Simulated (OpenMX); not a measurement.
Crystal: Al2O3 (Corundum).

```
Al O
1.0
     2.38025    1.37424    4.33187
    -2.38025    1.37424    4.33187
     0.00000   -2.74848    4.33187
Al O
4 6
Direct
  0.85216 0.85216 0.85216
  0.64784 0.64784 0.64784
  0.14784 0.14784 0.14784
  0.35216 0.35216 0.35216
  0.05668 0.75000 0.44332
  0.75000 0.44332 0.05668
  0.44332 0.05668 0.75000
  0.94332 0.25000 0.55668
  0.25000 0.55668 0.94332
  0.55668 0.94332 0.25000
```

| Quantity | Value |
| --- | --- |
| Program | OpenMX 3.8.5 |
| Task | single point |
| Functional | PBE |
| Potentials or basis | OpenMX 2013 PBE set, Al7.0-s2p2d1, O6.0-s2p2d1, grid cutoff 400 Ry |
| k mesh | 7 × 7 × 7 |
| Occupations | fermi-dirac, width 0.05 eV |
| Spin | no spin polarisation |

On this cell: pressure 5.5 GPa; largest force 0.105 eV/Å; band gap on the k mesh 6.53 eV, direct.

The same run follows on a disturbed copy (atoms moved at random, drawn with an rms of 0.05 Å):

```
CELL_PARAMETERS angstrom
2.38025 1.37424 4.33187
-2.38025 1.37424 4.33187
0.00000 -2.74848 4.33187
ATOMIC_POSITIONS crystal
Al 0.84599 0.85460 0.85394
Al 0.64743 0.64674 0.65242
Al 0.15459 0.15157 0.14030
Al 0.35126 0.35158 0.35801
O 0.06183 0.74433 0.44081
O 0.75639 0.44990 0.05702
O 0.45391 0.05282 0.75526
O 0.92325 0.25700 0.56371
O 0.24167 0.55529 0.95300
O 0.54961 0.95408 0.25041
```

What does the disturbed cell give?

The energy moves by +17.7 meV/atom; pressure 6.4 GPa; largest force 1.332 eV/Å; band gap on the k mesh 6.35 eV, direct.

Forces in eV/Å, atoms in the order of the input:
```
Al   0.416  0.152  0.483
Al  -0.312  0.017 -0.133
Al  -0.269 -0.954  0.277
Al   0.218  0.293 -0.212
O   -0.661  0.062  0.489
O   -0.239 -0.494 -0.940
O   -0.522  0.378 -1.166
O    1.044  0.318  0.423
O    0.063  0.761  0.479
O    0.268 -0.537  0.340
```

Caveats: an odd mesh through Γ misses points on the zone boundary, where band edges often lie; the basis of atomic orbitals isn't converged, which shifts pressures, moduli and gaps.
